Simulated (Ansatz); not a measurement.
The system is BaTiO3.

```
Ba Ti O
1.0
     4.00730    0.00000    0.00000
     0.00000    4.00730    0.00000
     0.00000    0.00000    8.01460
Ba Ti O
2 2 6
Cartesian
  2.3139 2.3844 1.9229
  2.0570 1.8276 6.1203
  0.1419 4.0001 0.1061
  3.8069 3.8918 4.1558
  2.2804 3.7093 7.8525
  1.7205 3.8733 4.0115
  3.8827 2.3866 7.8876
  3.8235 1.8548 4.1970
  3.8544 0.0411 1.7952
  0.1626 0.0749 6.0314
```

Base run:

```yaml
Program: Ansatz 0.2.0
Functional: r2SCAN
Potentials_or_basis: Ansatz PAW
Cutoff: "500 eV (not typed: the program's choice for these potentials)"
k_mesh: 7 × 7 × 4
Occupations: fermi-dirac, width 0.05 eV
Spin: no spin polarisation
```

Its results: band gap on the k mesh 1.77 eV, direct; pressure 15.6 GPa; largest force 7.979 eV/Å.

Problem. The run is repeated on the same cell with these changes: functional from r2SCAN to PBEsol; cutoff from 500 eV (not typed: the program's choice for these potentials) to 420 eV (not typed: the program's choice for these potentials); spin from no spin polarisation to spin-orbit coupling, no magnetisation; potential files from those of the base run to others of the same set. What comes out?

Solution. Band gap on the k mesh 1.47 eV, direct; pressure 12.0 GPa; largest force 7.565 eV/Å.

Several settings changed at once, so the effect can't be laid on one alone.

Caveats: the PAW data sets come from PBE, with cores solved anew for the run's functional, which leaves a small shift of forces and pressure; forces of over 1 eV/Å show positions far from the minimum, so gaps and moduli don't describe the material at rest; so large a pressure means that the cell lies far from this level's equilibrium, or that cutoff or potentials fall short (some runs); spin-orbit coupling is left out, which moves the levels of the heavy elements (some runs).
